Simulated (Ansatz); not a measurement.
Runs of Ansatz 0.2.0 on SrO. It takes space group Fm-3m (No. 225, cubic). Conventional cell: a = 5.133 Å, b = 5.133 Å, c = 5.133 Å, α = 90.00°, β = 90.00°, γ = 90.00°. Sr (site symmetry m-3m) has 6 O at 2.57 Å as nearest neighbours. O (site symmetry m-3m) has 6 Sr at 2.57 Å as nearest neighbours. 

| potentials or basis | spin | k mesh | cutoff (eV) | basis error allowed | gap on the mesh (eV) | pressure (GPa) |
| --- | --- | --- | --- | --- | --- | --- |
| all-electron LAPW, non-relativistic | off | 9 × 9 × 9 | 217 | 0.001 eV/atom | (a) | -0.1 |
| all-electron PAW datasets made for the crystal | off | 9 × 9 × 9 | 300 | - | 3.26 | -0.5 |
| all-electron LAPW, relativistic spinors | SOC, no magnetisation | 7 × 7 × 7 | 221 | 0.001 eV/atom | 3.27 | (b) |
| all-electron LAPW, scalar-relativistic | off | 9 × 9 × 9 | 217 | 0.001 eV/atom | 3.26 | -0.5 |
| all-electron LAPW, scalar-relativistic | off | 7 × 7 × 7 | 217 | 0.001 eV/atom | 3.29 | -0.5 |
| all-electron LAPW, inner shells corrected to Dirac's equation | off | 9 × 9 × 9 | 217 | 0.001 eV/atom | 3.26 | -0.5 |

Alike in all rows: task band structure; level PBEsol; cell as given; smearing fermi-dirac 0.05 eV.

Q: Estimate the missing entries.

A: (a) 3.13; (b) -0.6.

Caveats: the mesh misses the band edges, which the band path finds closer together (some runs); relativity is left out, which matters for the heavier elements (some runs).

A k mesh can miss the band edges, and rows without SOC leave out spin-orbit coupling on Sr.

The runs don't all hold the same shells in valence.
